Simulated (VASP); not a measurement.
## H3Se4: single point with r2SCAN

The system is H3Se4.

```xyz
7
Lattice="-0.0289 3.6022 -0.0457 6.0706 -0.0504 0.1906 -3.0624 1.8991 -5.7655" Properties=species:S:1:pos:R:3 pbc="T T T"
Se    2.1710    3.4809   -1.6006
Se    0.7023    1.9673   -4.2645
Se    5.1539    2.3394   -0.9668
Se   -2.0875    3.5417   -4.5341
H     3.1426    2.0758   -3.2028
H    -0.2687    3.4596   -2.6977
H     2.8778    2.1535    0.0023
```

The cell was built by a generator and needn't be a form met in nature.

```json
{"Program": "VASP 6.6.1", "Task": "single point", "Functional": "r2SCAN", "Potentials or basis": "VASP PAW PBE potentials, release 64 (Se, H)", "Cutoff": "520 eV", "k mesh": "5 × 4 × 3, shifted", "Occupations": "fermi-dirac, width 0.0162 eV", "Spin": "no spin polarisation", "Dipole correction": "no", "Further INCAR settings": "ALGO = Normal; EDIFF = 1e-07; NBANDS = 22"}
```

```
Pressure               : -9.8 GPa
Largest force          : 1.937 eV/Å
Band gap on the k mesh : none (metal or under the smearing width)
```

Forces in eV/Å, atoms in the order of the input:
```
Se   0.620 -1.292  0.225
Se  -0.260 -0.258 -0.441
Se   0.685  1.464 -0.664
Se  -0.510 -1.262  0.779
H    0.632  1.515 -1.029
H   -0.684 -1.318  1.193
H   -0.483  1.151 -0.062
```

Stress tensor (GPa, compression positive):
```
 -8.16  -0.30   2.32
 -0.30  -7.79   2.65
  2.32   2.65 -13.49
```

Levels at points of the mesh, in eV from the Fermi level:
| k point | band 11 | band 12 | band 13 | band 14 | band 15 | band 16 | band 17 | band 18 |
| --- | --- | --- | --- | --- | --- | --- | --- | --- |
| (0.10, 0.12, 0.00) | -0.54 | -0.11 | 0.03 | 0.48 | 1.05 | 1.24 | 1.94 | 2.53 |

Wall time 11 min on 1 thread of AMD EPYC 7R43 64-Core Processor (Zen 3), with other jobs on the host, peak memory 0.27 GiB.

Caveat: the k mesh is coarse (spacing up to 0.37 Å⁻¹), so the values aren't converged; the PAW data sets were made with another functional, which shifts forces and pressure a little.
